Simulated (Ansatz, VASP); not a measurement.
# Li2S: VASP beside Ansatz

File INCAR:

```
PREC = Accurate
ENCUT = 520
EDIFF = 1E-7
ISMEAR = 0
SIGMA = 0.01
LREAL = False
LASPH = True
NELM = 100
ALGO = Fast
ISIF = 2
LWAVE = False
LCHARG = False
GGA = PE
NBANDS = 13
```

The input KPOINTS:

```
regular mesh
0
Gamma
  6 6 6
```

Contents of POSCAR:

```
Li2S
1.0
    0.0000000000      2.8452943747      2.8452943747
    2.8452943747      0.0000000000      2.8452943747
    2.8452943747      2.8452943747      0.0000000000
Li S
2 1
Direct
    0.2500000000      0.2500000000      0.2500000000
    0.7500000000      0.7500000000      0.7500000000
    0.0000000000      0.0000000000      0.0000000000
```

Input for Ansatz:

```yaml
crystal:
  lattice:
    - [0.0, 2.8452943747, 2.8452943747]
    - [2.8452943747, 0.0, 2.8452943747]
    - [2.8452943747, 2.8452943747, 0.0]
  atoms:
    - { symbol: Li, position: [0.25, 0.25, 0.25] }
    - { symbol: Li, position: [0.75, 0.75, 0.75] }
    - { symbol: S, position: [0.0, 0.0, 0.0] }
kpoints:
  mp_grid: { grid: [6, 6, 6] }
hamiltonian:
  xc: pbe
scf:
  occupations: { method: fixed }
  n_extra_bands: 4
output:
  forces: true
  stress: true
  eigenvalues: true
```

Alike in both runs: task single point; functional PBE; k mesh 6 × 6 × 6; no spin polarisation.

|  | VASP | Ansatz |
| --- | --- | --- |
| version | VASP 6.6.1 | Ansatz 0.2.0 |
| potentials or method | VASP PAW PBE potentials, release 64 (Li_sv, S) | plane waves, PAW |
| plane-wave cutoff (eV) | 520 | 420 |
| occupations | gaussian, width 0.01 eV | fixed |
| valence electrons in the cell | 12 | 12 |

|  | VASP | Ansatz | Ansatz less VASP |
| --- | --- | --- | --- |
| gap on the k mesh at the Fermi level (eV) | 3.39 | 3.39 | +0.003 |

 A k mesh can miss the band edges.
